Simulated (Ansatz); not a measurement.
Here is an Ansatz 0.2.0 calculation.

The input input.yaml:

```yaml
crystal:
  lattice:
    - [3.179064, 0.0, 0.0]
    - [0.0, 3.179064, 0.0]
    - [0.0, 0.0, 3.179064]
  atoms:
    - { symbol: Ti, position: [0.0, 0.0, 0.0] }
    - { symbol: Al, position: [0.5, 0.5, 0.5] }
hamiltonian:
  xc: pbesol
  pseudopotentials: { kind: paw }
kpoints:
  mp_grid: { grid: [8, 8, 8] }
scf:
  occupations: { method: fermi_dirac, width: 0.05 }
output:
  forces: true
  stress: true
elastic:
  mode: relaxed_ion
  stencil: two_point
```

Potentials or basis: Ansatz PAW.

Launch:

```bash
$ ansatz run input.yaml --threads 2 --pin off --max-ram 5632MiB --backend cpu --events-out ev --progress --plain --runs-dir out
```

Task: Predict the elastic constants C11, C12, C44.

Result: 78, 124, 69 GPa.

Task: Predict the Voigt bulk modulus.

Result: 109 GPa.

Task: What does it give for the band gap on the k mesh?

Result: None (metal or under the smearing width).

Task: Predict the pressure.

Result: -2.4 GPa.

Elastic tensor in Voigt notation (GPa, in the Cartesian axes of the cell as first typed):
```
 78 124 124   0   0   0
124  78 124   0   0   0
124 124  78   0   0   0
  0   0   0  69   0   0
  0   0   0   0  69   0
  0   0   0   0   0  69
```

Caveat: the elastic tensor has a negative eigenvalue, so either the cell is unstable as it stands or the mesh is too thin; the PAW data sets come from PBE, with cores solved anew for the run's functional, which leaves a small shift of forces and pressure.
